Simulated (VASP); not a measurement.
# Settings for MgO: partial densities of the band edges

MgO, Fm-3m (no. 225), 2 atoms in the cell. LDA, partial densities of the band edges; PAW potentials Mg, O (LDA set). VASP 6.6.1.

Wanted: valence top by element within 0.01 shares; conduction bottom by element within 0.01 shares; evenness of the valence-top density within 0.02 (∫n)²/(V∫n²); evenness of the conduction-bottom density within 0.02 (∫n)²/(V∫n²).

POSCAR:
```
MgO
1.0
    0.0000000000      2.0970013927      2.0970013927
    2.0970013927      0.0000000000      2.0970013927
    2.0970013927      2.0970013927      0.0000000000
Mg O
1 1
Direct
    0.0000000000      0.0000000000      0.0000000000
    0.5000000000      0.5000000000      0.5000000000
```

The series start from Cutoff ENCUT (eV): 500; k mesh: 5 × 5 × 5; PREC: Accurate; ISYM: -1. Each series keeps the choices made before it, and each single choice may use up half of a tolerance. Times cover all steps of a run.

## Cutoff ENCUT (eV)

| Cutoff ENCUT (eV) | Valence top by element, largest deviation (shares) | Conduction bottom by element, largest deviation (shares) | Evenness of the valence-top density ((∫n)²/(V∫n²)) | Evenness of the conduction-bottom density ((∫n)²/(V∫n²)) | Time (s) |
|---|---|---|---|---|---|
| 300 | 0.002 | 0.002 | 0.138 | 0.421 | 8.1 |
| 400 | 0.000 | 0.000 | 0.134 | 0.412 | 9.2 |
| 500 | 0.000 | 0.000 | 0.133 | 0.411 | 12 |
| 700 (reference) | 0.000 | 0.000 | 0.133 | 0.411 | 24 |

Chosen: 400, the loosest value from which every tighter one stays within half of the tolerance.

## k mesh

| k mesh | Valence top by element, largest deviation (shares) | Conduction bottom by element, largest deviation (shares) | Evenness of the valence-top density ((∫n)²/(V∫n²)) | Evenness of the conduction-bottom density ((∫n)²/(V∫n²)) | Time (s) |
|---|---|---|---|---|---|
| 4 × 4 × 4 | 0.000 | 0.000 | 0.134 | 0.412 | 8.3 |
| 5 × 5 × 5 | 0.000 | 0.000 | 0.134 | 0.412 | 9.2 |
| 7 × 7 × 7 | 0.000 | 0.000 | 0.134 | 0.412 | 20 |
| 9 × 9 × 9 (reference) | 0.000 | 0.000 | 0.134 | 0.412 | 40 |

Chosen: 4 × 4 × 4.

## PREC

| PREC | Valence top by element, largest deviation (shares) | Conduction bottom by element, largest deviation (shares) | Evenness of the valence-top density ((∫n)²/(V∫n²)) | Evenness of the conduction-bottom density ((∫n)²/(V∫n²)) | Time (s) |
|---|---|---|---|---|---|
| Accurate | 0.000 | 0.000 | 0.134 | 0.412 | 8.3 |
| Normal | 0.000 | 0.000 | 0.134 | 0.412 | 5.0 |
| Single | 0.000 | 0.000 | 0.134 | 0.412 | 6.5 |

Chosen: Accurate; Normal would be accurate enough too and is faster here.

## ISYM

| ISYM | Valence top by element, largest deviation (shares) | Conduction bottom by element, largest deviation (shares) | Evenness of the valence-top density ((∫n)²/(V∫n²)) | Evenness of the conduction-bottom density ((∫n)²/(V∫n²)) | Time (s) |
|---|---|---|---|---|---|
| -1 | 0.000 | 0.000 | 0.134 | 0.412 | 8.3 |
| 2 | 0.000 | 0.000 | 0.134 | 0.412 | 4.7 |

Chosen: -1; 2 would be accurate enough too and is faster here.

## All choices together

| Input | Valence top by element, largest deviation (shares) | Conduction bottom by element, largest deviation (shares) | Evenness of the valence-top density ((∫n)²/(V∫n²)) | Evenness of the conduction-bottom density ((∫n)²/(V∫n²)) | Time (s) |
|---|---|---|---|---|---|
| program defaults, k points 0.5 per Å apart (naive) | 0.000 | 0.000 | 0.134 | 0.412 | 3.8 |
| chosen settings | 0.000 | 0.000 | 0.134 | 0.412 | 8.3 |
| reference settings throughout | 0.000 | 0.000 | 0.133 | 0.411 | 105 |

The tolerance is met.

Values of the reference run: Valence top by element: 0.0486, 0.9514 in the order of the elements; Conduction bottom by element: 0.5041, 0.4959 in the order of the elements.

## The input

INCAR.step1:
```
ALGO     = Normal         # electronic algorithm
EDIFF    = 1E-6           # SCF threshold, eV
ENCUT    = 400            # plane-wave cutoff, eV
GGA      = CA             # functional
ISMEAR   = 0              # smearing method
ISYM     = -1           
KPAR     = 2            
LASPH    = True           # aspherical terms in the spheres
LCHARG   = False          # write CHGCAR
LREAL    = False          # projectors in reciprocal space
LWAVE    = True           # write WAVECAR
NBANDS   = 11             # bands
NELM     = 120            # most SCF steps
PREC     = Accurate       # precision mode
SIGMA    = 0.02           # smearing width, eV
```

INCAR.step2, as INCAR.step1 but for:
```
- KPAR = 2
- LWAVE = True
+ IBAND = 2 3 4
+ ISTART = 1
+ KPUSE = 1
+ LPARD = True
+ LWAVE = False
```

INCAR.step3, as INCAR.step2 but for:
```
- IBAND = 2 3 4
+ IBAND = 5
```

INCAR.step4, as INCAR.step3 but for:
```
- IBAND = 5
- KPUSE = 1
+ EINT = 1.9818 2.9828
+ NBMOD = -2
```

INCAR.step5, as INCAR.step4 but for:
```
- EINT = 1.9818 2.9828
- NBMOD = -2
+ IBAND = 4 5
+ LSEPB = True
```

KPOINTS:
```
Automatic mesh
0
Gamma
  4 4 4
  0 0 0
```

Commands (each step's output is kept before the next begins):
```
cat potpaw_LDA.64/Mg/POTCAR potpaw_LDA.64/O/POTCAR > POTCAR
cp INCAR.step1 INCAR
mpirun -np 2 vasp_std > vasp.out
cp INCAR.step2 INCAR
mpirun -np 1 vasp_std > vasp.out
mv PARCHG PARCHG.valence_top
cp INCAR.step3 INCAR
mpirun -np 1 vasp_std > vasp.out
mv PARCHG PARCHG.conduction_bottom
cp INCAR.step4 INCAR
mpirun -np 1 vasp_std > vasp.out
mv PARCHG PARCHG.top_1_eV_of_the_valence_band
cp INCAR.step5 INCAR
mpirun -np 1 vasp_std > vasp.out
```

The naive input happens to agree within the tolerance here, in 3.8 s.

The chosen input took VASP 6.6.1 8.3 s on 2 cores (Intel Xeon Platinum 8375C @ 2.90GHz (Ice Lake)), a shared host.
